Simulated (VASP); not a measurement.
# SrTiO3 (Tausonite) (Pm-3m) in VASP: a series of runs

One crystal, SrTiO3 (Tausonite), is run at these levels: AM05, r2SCAN; tasks: relaxation of cell and atoms.

All numbers are computed with VASP 6.6.1; they aren't measurements. Logs are shortened: lines on timing, memory, paths and dates and some standing lists are left out, and cuts for length are marked.

### 1 The crystal as given

It takes space group Pm-3m (No. 221, cubic). Conventional cell: a = 3.905 Å, b = 3.905 Å, c = 3.905 Å, α = 90.00°, β = 90.00°, γ = 90.00°. Around Sr (site symmetry m-3m) lie 12 O at 2.76 Å. Around Ti (site symmetry m-3m) lie 6 O at 1.95 Å. O (site symmetry 4/mmm) has 2 Ti at 1.95 Å as nearest neighbours.

### 2 Relaxation of cell and atoms, AM05

Contents of INCAR:

```
PREC = Accurate
ENCUT = 600
EDIFF = 1E-6
ISMEAR = 0
SIGMA = 0.03
LREAL = False
LASPH = True
NELM = 80
ALGO = Normal
ISIF = 3
LWAVE = False
LCHARG = False
GGA = AM
IBRION = 2
NSW = 90
EDIFFG = -0.01
```

Contents of KPOINTS:

```
Automatic mesh
0
Gamma
  8 8 8
```

Contents of POSCAR:

```
SrTiO3
1.0
    3.9052800000      0.0000000000      0.0000000000
    0.0000000000      3.9052800000      0.0000000000
    0.0000000000      0.0000000000      3.9052800000
Sr Ti O
1 1 3
Direct
    0.5000000000      0.5000000000      0.5000000000
    0.0000000000      0.0000000000      0.0000000000
    0.5000000000      0.0000000000      0.0000000000
    0.0000000000      0.5000000000      0.0000000000
    0.0000000000      0.0000000000      0.5000000000
```

Potentials or basis: VASP PAW PBE potentials, release 64 (Sr_sv, Ti_sv, O).

Started as:

```bash
$ cat potpaw_PBE.64/Sr_sv/POTCAR potpaw_PBE.64/Ti_sv/POTCAR potpaw_PBE.64/O/POTCAR > POTCAR
$ mpirun -np 1 vasp_std > vasp.out
```

OUTCAR:

```text
PREC = Accurate
   ENCUT = 600
   EDIFF = 1E-6
   ISMEAR = 0
   LREAL = False
   LASPH = True
   NELM = 80
   ISIF = 3
   GGA = AM
   IBRION = 2
   NSW = 90
   EDIFFG = -0.01

 ion  position               nearest neighbor table
   1  0.500  0.500  0.500-   3 2.76   4 2.76   5 2.76   3 2.76   4 2.76   3 2.76   5 2.76   3 2.76
                             4 2.76   5 2.76   4 2.76   5 2.76   2 3.38   2 3.38   2 3.38   2 3.38
   2  0.000  0.000  0.000-   3 1.95   4 1.95   5 1.95   5 1.95   4 1.95   3 1.95   1 3.38   1 3.38
                             1 3.38   1 3.38   1 3.38   1 3.38   1 3.38   1 3.38
   3  0.500  0.000  0.000-   2 1.95   2 1.95   1 2.76   1 2.76   1 2.76   1 2.76
   4  0.000  0.500  0.000-   2 1.95   2 1.95   1 2.76   1 2.76   1 2.76   1 2.76
   5  0.000  0.000  0.500-   2 1.95   2 1.95   1 2.76   1 2.76   1 2.76   1 2.76

  LATTYP: Found a simple cubic cell.
 ALAT       =     3.9052800000

  Lattice vectors:

 A1 = (   3.9052800000,   0.0000000000,   0.0000000000)
 A2 = (   0.0000000000,   3.9052800000,   0.0000000000)
 A3 = (   0.0000000000,   0.0000000000,   3.9052800000)

Analysis of symmetry for initial positions (statically):
=====================================================================
 Subroutine PRICEL returns:
 Original cell was already a primitive cell.

 Routine SETGRP: Setting up the symmetry group for a
 simple cubic supercell.

 Subroutine GETGRP returns: Found 48 space group operations
 (whereof 48 operations were pure point group operations)
 out of a pool of 48 trial point group operations.

The static configuration has the point symmetry O_h .

Analysis of symmetry for dynamics (positions and initial velocities):
=====================================================================
 Subroutine PRICEL returns:
 Original cell was already a primitive cell.

 Routine SETGRP: Setting up the symmetry group for a
 simple cubic supercell.

 Subroutine GETGRP returns: Found 48 space group operations
 (whereof 48 operations were pure point group operations)
 out of a pool of 48 trial point group operations.

The dynamic configuration has the point symmetry O_h .

 Subroutine INISYM returns: Found 48 space group operations
 (whereof 48 operations are pure point group operations),
 and found     1 'primitive' translations

----------------------------------------------------------------------------------------

                                     Primitive cell

  volume of cell :      59.5603

  direct lattice vectors                    reciprocal lattice vectors
     3.905280000  0.000000000  0.000000000     0.256063586  0.000000000  0.000000000
     0.000000000  3.905280000  0.000000000     0.000000000  0.256063586  0.000000000
     0.000000000  0.000000000  3.905280000     0.000000000  0.000000000  0.256063586

  length of vectors
     3.905280000  3.905280000  3.905280000     0.256063586  0.256063586  0.256063586

  position of ions in fractional coordinates (direct lattice)
     0.500000000  0.500000000  0.500000000
     0.000000000  0.000000000  0.000000000
     0.500000000  0.000000000  0.000000000
     0.000000000  0.500000000  0.000000000
     0.000000000  0.000000000  0.500000000

  ion indices of the primitive-cell ions
   primitive index   ion index
                 1           1
                 2           2
                 3           3
                 4           4
                 5           5

----------------------------------------------------------------------------------------

 KPOINTS: Automatic mesh

Automatic generation of k-mesh.
 Grid dimensions read from file:
 generate k-points for:    8    8    8

 Generating k-lattice:

  Cartesian coordinates                     Fractional coordinates (reciprocal lattice)
     0.032007948  0.000000000  0.000000000     0.125000000  0.000000000  0.000000000
     0.000000000  0.032007948  0.000000000     0.000000000  0.125000000  0.000000000
     0.000000000  0.000000000  0.032007948     0.000000000  0.000000000  0.125000000

  Length of vectors
     0.032007948  0.032007948  0.032007948

  Shift w.r.t. Gamma in fractional coordinates (k-lattice)
     0.000000000  0.000000000  0.000000000

 Subroutine IBZKPT returns following result:
 ===========================================

 Found     35 irreducible k-points:

 Following reciprocal coordinates:
            Coordinates               Weight
  0.000000  0.000000  0.000000      1.000000
  0.125000  0.000000  0.000000      6.000000
  0.250000  0.000000  0.000000      6.000000
  0.375000  0.000000  0.000000      6.000000
  0.500000  0.000000  0.000000      3.000000
  0.125000  0.125000  0.000000     12.000000
[... 16 lines left out ...]
  0.375000  0.375000  0.125000     24.000000
  0.500000  0.375000  0.125000     24.000000
 [... further k-points ...]
   k-points           NKPTS =     35   k-points in BZ     NKDIM =     35   number of bands    NBANDS=     24
   number of dos      NEDOS =    301   number of ions     NIONS =      5
   total plane-waves  NPLWV =  32768
   dimension x,y,z NGX =    32 NGY =   32 NGZ =   32
   dimension x,y,z NGXF=    64 NGYF=   64 NGZF=   64
   ions per type =               1   1   3
   NGX,Y,Z   is equivalent  to a cutoff of  13.62, 13.62, 13.62 a.u.
   NGXF,Y,Z  is equivalent  to a cutoff of  27.24, 27.24, 27.24 a.u.
 SYSTEM =  unknown system
   PREC   = accura    normal or accurate (medium, high low for compatibility)
   ISTART =      0    job   : 0-new  1-cont  2-samecut
   ICHARG =      2    charge: 1-file 2-atom 10-const
   ISPIN  =      1    spin polarized calculation?
   LNONCOLLINEAR =      F non collinear calculations
   LSORBIT =      F    spin-orbit coupling
   LASPH  =      T    aspherical Exc in radial PAW
   ENCUT  =  600.0 eV  44.10 Ry    6.64 a.u.   7.80  7.80  7.80*2*pi/ulx,y,z
   NELM   =     80;   NELMIN=  2; NELMDL= -5     # of ELM steps
   EDIFF  = 0.1E-05   stopping-criterion for ELM
   LREAL  =      F    real-space projection
   EDIFFG = -.1E-01   stopping-criterion for IOM
   NSW    =     90    number of steps for IOM
   IBRION =      2    ionic relax: 0-MD 1-quasi-New 2-CG
   NFREE  =      1    steps in history (QN), initial steepest desc. (CG)
   ISIF   =      3    stress and relaxation
   ISYM   =      2    0-nonsym 1-usesym 2-fastsym
   POTIM  = 0.5000    time-step for ionic-motion
   TEBEG  =    0.0;   TEEND  =   0.0 temperature during run
   PSTRESS=    0.0 pullay stress
   NELECT =      40.0000    total number of electrons
   NUPDOWN=      -1.0000    fix difference up-down
   EMIN   =  10.00;   EMAX   =-10.00  energy-range for DOS
   EFERMI =   0.00;   METHOD = LEGACY
   ISMEAR =     0;   SIGMA  =   0.03  broadening in eV -4-tet -1-fermi 0-gaus
   EFERMI_NEDOS =   21; number of points for ismear=-14 and -15
   IALGO  =     38    algorithm
   IMIX   =      4    mixing-type and parameters
     AMIX     =   0.40;   BMIX     =  1.00
     AMIX_MAG =   1.60;   BMIX_MAG =  1.00
  volume/ion in A,a.u.               =      11.91        80.39
  Fermi-wavevector in a.u.,A,eV,Ry     =   1.433648  2.709203 27.964703  2.055348
  Thomas-Fermi vector in A             =   2.553143
   LORBIT       =      0    0 simple, 1 ext, 2 COOP (PROOUT), +10 PAW based schemes
   GGA     = AM    functional components
   LHFCALC =     F    Hartree Fock is set to
   AEXX    =    0.0000 exact exchange contribution
   IVDW    =     0    specifies the selected vdW correction
   LEPSILON=     F    determine dielectric tensor
   LRPA    =     F    only Hartree local field effects (RPA)
 conjugate gradient relaxation of ions
 non-spin polarized calculation
 Gauss-broadening in eV      SIGMA  =   0.03
  energy-cutoff  :      600.00
  volume of cell :       59.56
 maximum number of plane-waves:      2008
 NGX is ok and might be reduce to    32
   NGX = 15   NGY = 15   NGZ = 15

--------------------------------------- Ionic step        1  -------------------------------------------

 number of electron      39.9999979 magnetization

 Free energy of the ion-electron system (eV)
  ---------------------------------------------------
  ext. energy  EPLUGINS =         0.00000000
  ---------------------------------------------------
  free energy    TOTEN  =       -40.86848672 eV

  energy without entropy =      -40.86848672  energy(sigma->0) =      -40.86848672

------------------------ aborting loop because EDIFF is reached ----------------------------------------

  FORCE on cell =-STRESS in cart. coord.  units (eV):
  Direction    XX          YY          ZZ          XY          YZ          ZX
  --------------------------------------------------------------------------------------
  -------------------------------------------------------------------------------------
  Total       -0.3002780     -0.3002780     -0.3002780      0.0000000     -0.0000000      0.0000000
  in kB       -8.0775107     -8.0775107     -8.0775107      0.0000000     -0.0000000      0.0000000
  external PRESSURE =      -8.0775107 kB  Pullay stress =       0.0000000 kB
[... 63 lines left out ...]
  energy  without entropy=      -40.8684631056  energy(sigma->0) =      -40.86846311

--------------------------------------- Ionic step        3  -------------------------------------------

 number of electron      39.9999981 magnetization

 Free energy of the ion-electron system (eV)
  ---------------------------------------------------
  ext. energy  EPLUGINS =         0.00000000
  ---------------------------------------------------
  free energy    TOTEN  =       -40.86910443 eV

  energy without entropy =      -40.86910443  energy(sigma->0) =      -40.86910443

 E-fermi :   4.3144     XC(G=0): -11.4456

 val. band max:        4.1174832764   @ k =   0.5000   0.5000   0.5000
 cond. band min:       5.9272198478   @ k =   0.0000   0.0000   0.0000
 fundamental gap:      1.8097365714
 Fermi energy:         4.3144348362

 k-point     1 :       0.0000    0.0000    0.0000
  band No.  band energies     occupation
      1     -51.9659      2.00000
      2     -28.5407      2.00000
      3     -28.4020      2.00000
      4     -28.4020      2.00000
      5     -28.4020      2.00000
      6     -13.1972      2.00000
[... 637 lines left out ...]
     23       8.2751      0.00000
     24       9.9377      0.00000

 [... further k-points ...]

------------------------ aborting loop because EDIFF is reached ----------------------------------------

  FORCE on cell =-STRESS in cart. coord.  units (eV):
  Direction    XX          YY          ZZ          XY          YZ          ZX
  --------------------------------------------------------------------------------------
  -------------------------------------------------------------------------------------
  Total       -0.0033114     -0.0033114     -0.0033114      0.0000000     -0.0000000     -0.0000000
  in kB       -0.0894569     -0.0894569     -0.0894569      0.0000000     -0.0000000     -0.0000000
  external PRESSURE =      -0.0894569 kB  Pullay stress =       0.0000000 kB
[... 20 lines left out ...]
  FREE ENERGIE OF THE ION-ELECTRON SYSTEM (eV)
  ---------------------------------------------------
  free  energy   TOTEN  =       -40.8691044287 eV

  energy  without entropy=      -40.8691044287  energy(sigma->0) =      -40.86910443

 reached required accuracy - stopping structural energy minimisation
```

Run time: 63 s. Hardware: 1 thread of Intel Xeon 6975P-C (Granite Rapids), shared host; peak memory 0.23 GiB.

What came out:

* Free energy: -40.8691 eV
* Relaxed volume: 11.86 Å³/atom
* Relaxed cell: a = 3.900 Å, b = 3.900 Å, c = 3.900 Å, α = 90.00°, β = 90.00°, γ = 90.00°
* Space group after relaxing (to 0.05 Å): Pm-3m (No. 221)
* Energy gained by relaxing: 0.1 meV/atom
* Ionic steps: 3
* Pressure after relaxing: 0.0 GPa
* Band gap on the k mesh: 1.81 eV, indirect (least direct gap 2.16 eV)

Step by step:
| step | energy change (eV) | largest force (eV/Å) | pressure (GPa) | volume (Å³) |
| --- | --- | --- | --- | --- |
| 1 | 0.0000 | 0.0000 | -0.81 | 59.56 |
| 2 | 0.0000 | 0.0000 | 0.79 | 59.04 |
| 3 | -0.0006 | 0.0000 | -0.01 | 59.31 |

Final structure:
```
Sr Ti O
1.0
     3.89975    0.00000    0.00000
     0.00000    3.89975    0.00000
     0.00000    0.00000    3.89975
Sr Ti O
1 1 3
Direct
  0.50000 0.50000 0.50000
  0.00000 0.00000 0.00000
  0.50000 0.00000 0.00000
  0.00000 0.50000 0.00000
  0.00000 0.00000 0.50000
```

Levels at points of the mesh, in eV from the valence-band top:
```csv
k point,band 17,band 18,band 19,band 20,band 21,band 22,band 23,band 24
"(0.00, 0.00, 0.00)",-1.19,-0.35,-0.35,-0.35,1.81,1.81,1.81,4.35
"(0.50, 0.00, 0.00)",-2.39,-2.02,-0.73,-0.73,1.99,3.79,3.79,4.37
"(0.50, 0.50, 0.00)",-1.73,-1.59,-1.59,-0.09,3.80,3.80,4.25,5.35
"(0.50, 0.50, 0.50)",-3.78,0.00,0.00,0.00,4.48,4.48,4.48,6.92
```

Caveat: the PAW data sets were made with another functional, which shifts forces and pressure a little.

### 3 Relaxation of cell and atoms, AM05

This run uses another cell than the first one, of 11.86 Å³/atom, 0.996 times its volume.

INCAR: that of step 2 with these lines changed.

```diff
@@ -2,3 +2,3 @@
 ENCUT = 600
-EDIFF = 1E-6
+EDIFF = 1E-7
 ISMEAR = 0
@@ -15,2 +15,2 @@
 NSW = 90
-EDIFFG = -0.01
+EDIFFG = -0.005
```

KPOINTS is that of step 2.

Contents of POSCAR:

```
SrTiO3                                  
1.0
    3.8997520828     -0.0000000000      0.0000000000
    0.0000000000      3.8997520828      0.0000000000
   -0.0000000000     -0.0000000000      3.8997520828
  Sr              Ti              O             
     1     1     3
Direct
     0.5000000000000000    0.5000000000000000    0.5000000000000000
     0.0000000000000000    0.0000000000000000    0.0000000000000000
     0.5000000000000000    0.0000000000000000    0.0000000000000000
     0.0000000000000000    0.5000000000000000    0.0000000000000000
     0.0000000000000000    0.0000000000000000    0.5000000000000000
```

Potentials or basis: VASP PAW PBE potentials, release 64 (Sr_sv, Ti_sv, O).

Started as:

```bash
$ cat potpaw_PBE.64/Sr_sv/POTCAR potpaw_PBE.64/Ti_sv/POTCAR potpaw_PBE.64/O/POTCAR > POTCAR
$ mpirun -np 1 vasp_std > vasp.out
```

Run time: 30 s. Hardware: 1 thread of Intel Xeon 6975P-C (Granite Rapids), shared host; peak memory 0.22 GiB.

Results (log left out):

```
Free energy             : -40.8685 eV
Pressure after relaxing : 0.0 GPa
Band gap on the k mesh  : 1.81 eV, indirect (least direct gap 2.16 eV)
```

Final structure:
```cif
data_structure
_symmetry_space_group_name_H-M 'P 1'
_symmetry_Int_Tables_number 1
_cell_length_a 3.8998
_cell_length_b 3.8998
_cell_length_c 3.8998
_cell_angle_alpha 90.000
_cell_angle_beta 90.000
_cell_angle_gamma 90.000
_cell_volume 59.31
loop_
_atom_site_label
_atom_site_type_symbol
_atom_site_fract_x
_atom_site_fract_y
_atom_site_fract_z
_atom_site_occupancy
Sr1 Sr 0.50000 0.50000 0.50000 1
Ti1 Ti 0.00000 0.00000 0.00000 1
O1 O 0.50000 0.00000 0.00000 1
O2 O 0.00000 0.50000 0.00000 1
O3 O 0.00000 0.00000 0.50000 1
```

Levels at points of the mesh, in eV from the valence-band top:
| k point | band 16 | band 17 | band 18 | band 19 | band 20 | band 21 | band 22 | band 23 | band 24 |
| --- | --- | --- | --- | --- | --- | --- | --- | --- | --- |
| (0.00, 0.00, 0.00) | -1.19 | -1.19 | -0.35 | -0.35 | -0.35 | 1.81 | 1.81 | 1.81 | 4.35 |
| (0.50, 0.00, 0.00) | -2.39 | -2.39 | -2.03 | -0.74 | -0.74 | 1.99 | 3.79 | 3.79 | 4.37 |
| (0.50, 0.50, 0.00) | -2.91 | -1.73 | -1.59 | -1.59 | -0.10 | 3.80 | 3.80 | 4.25 | 5.35 |
| (0.50, 0.50, 0.50) | -3.78 | -3.78 | 0.00 | 0.00 | 0.00 | 4.48 | 4.48 | 4.48 | 6.92 |

Caveat: the relaxation stopped at its first step, so nothing moved; the PAW data sets were made with another functional, which shifts forces and pressure a little. A k mesh can miss the band edges.

(Part 1 of 2 ends here.)
